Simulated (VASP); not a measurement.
# Ge: restarted molecular dynamics, 2 variants

Ge, P6_3mc (no. 186), 16 atoms in the cell. PBE, molecular dynamics; PAW potentials Ge (PBE set).

| Restart from | Temperature at the end (K) | The same without a restart (K) | Potential energy at the end (eV/atom) | The same without a restart (eV/atom) | Electronic steps in the first step after the restart | Time (s) |
|---|---|---|---|---|---|---|
| CONTCAR with velocities, WAVECAR read | 476.0 | 476.0 | -3.89272 | -3.89272 | 5 | 802 |
| CONTCAR with velocities, no WAVECAR | 476.0 | 476.0 | -3.89272 | -3.89272 | 15 | 812 |

Limits: 180 fs of 16 atoms are too short for converged averages.

## Input of the first row

INCAR.step1:
```
SYSTEM = Ge
ALGO = Fast
ANDERSEN_PROB = 0.0
EDIFF = 1E-6
ENCUT = 200
GGA = PE
IBRION = 0
ISIF = 2
ISMEAR = -1
ISYM = 0
KPAR = 2
LASPH = .True.
LCHARG = .False.
LREAL = Auto
LWAVE = .True.
MDALGO = 1
NELM = 60
NELMIN = 4
NSW = 30
POTIM = 3.0
PREC = Normal
RANDOM_SEED = 703660 0 0
SIGMA = 0.069
TEBEG = 1600
```

INCAR.step2, as INCAR.step1 but for:
```
- LWAVE = .True.
+ LWAVE = .False.
```

KPOINTS:
```
k-points
0
Monkhorst-Pack
  2 2 1
```

POSCAR.step1:
```
Ge
1.0
    8.1008090742      0.0000000000      0.0000000000
   -4.0504045370      7.0155064494      0.0000000000
    0.0000000000      0.0000000000     10.9933590000
Ge
16
Direct
    0.3333333334      0.1666666666      0.4148480000
    0.3333333334      0.6666666666      0.4148480000
    0.8333333333      0.1666666666      0.4148480000
    0.8333333333      0.6666666666      0.4148480000
    0.1666666666      0.3333333334      0.9148480000
    0.1666666666      0.8333333333      0.9148480000
    0.6666666666      0.3333333334      0.9148480000
    0.6666666666      0.8333333333      0.9148480000
    0.0000000000      0.0000000000      0.4774520000
    0.0000000000      0.5000000000      0.4774520000
    0.5000000000      0.0000000000      0.4774520000
    0.5000000000      0.5000000000      0.4774520000
    0.0000000000      0.0000000000      0.9774520000
    0.0000000000      0.5000000000      0.9774520000
    0.5000000000      0.0000000000      0.9774520000
    0.5000000000      0.5000000000      0.9774520000
```

Commands (each step's output is kept before the next begins):
```
cat potpaw_PBE.64/Ge/POTCAR > POTCAR
cp INCAR.step1 INCAR
cp POSCAR.step1 POSCAR
mpirun -np 2 vasp_std > vasp.out
cp CONTCAR POSCAR
cp INCAR.step2 INCAR
mpirun -np 2 vasp_std > vasp.out
```

Changes of the last row against the first:
```
(step 1)
- LWAVE = True
+ LWAVE = False
```

VASP 6.6.1 took 802 s on 2 cores (Intel Xeon Platinum 8259CL @ 2.50GHz (Skylake/Cascade Lake)), a shared host.
